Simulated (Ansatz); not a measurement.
Here is an Ansatz 0.2.0 calculation.

The input input.yaml:

```yaml
crystal:
  lattice:
    - [1.58, 0.9122134253, 6.15]
    - [-1.58, 0.9122134253, 6.15]
    - [0.0, -1.8244268506, 6.15]
  atoms:
    - { symbol: Mo, position: [0.0, 0.0, 0.0] }
    - { symbol: S, position: [0.417, 0.417, 0.417] }
    - { symbol: S, position: [0.25, 0.25, 0.25] }
hamiltonian:
  xc: pbe
  pseudopotentials: { kind: paw }
kpoints:
  mp_grid: { grid: [10, 10, 10] }
  band_path:
    path:
      - [[0.0, 0.0, 0.0], [0.5, 0.0, 0.0], [0.5, 0.181334009, -0.181334009]]
      - [[0.818665991, 0.5, 0.181334009], [0.5, 0.5, 0.5], [0.0, 0.0, 0.0], [0.3406670045, 0.0, -0.3406670045]]
      - [[0.6593329955, 0.3406670045, 0.0], [0.5, 0.5, 0.0], [0.6593329955, 0.6593329955, 0.181334009], [0.5, 0.5, 0.5]]
      - [[0.5, 0.0, 0.0], [0.818665991, 0.3406670045, 0.3406670045]]
    npoints: 14
scf:
  occupations: { method: fermi_dirac, width: 0.05 }
  n_extra_bands: 7
output:
  forces: true
  stress: true
  eigenvalues: true
  fatbands: false
```

Potentials or basis: Ansatz PAW.

Launch:

```bash
$ ansatz run input.yaml --threads 2 --pin off --max-ram 5632MiB --backend cpu --events-out ev --progress --plain --runs-dir out
```

Q: Estimate the band gap along the path.

A: 0.92 eV, indirect (least direct gap 1.71 eV).

Q: Predict the largest force.

A: 0.521 eV/Å.

Stress tensor (GPa, compression positive):
```
4.55 0.00 0.00
0.00 4.55 0.00
0.00 0.00 6.95
```

PBE gaps usually lie below the measured ones, often by a third to a half.
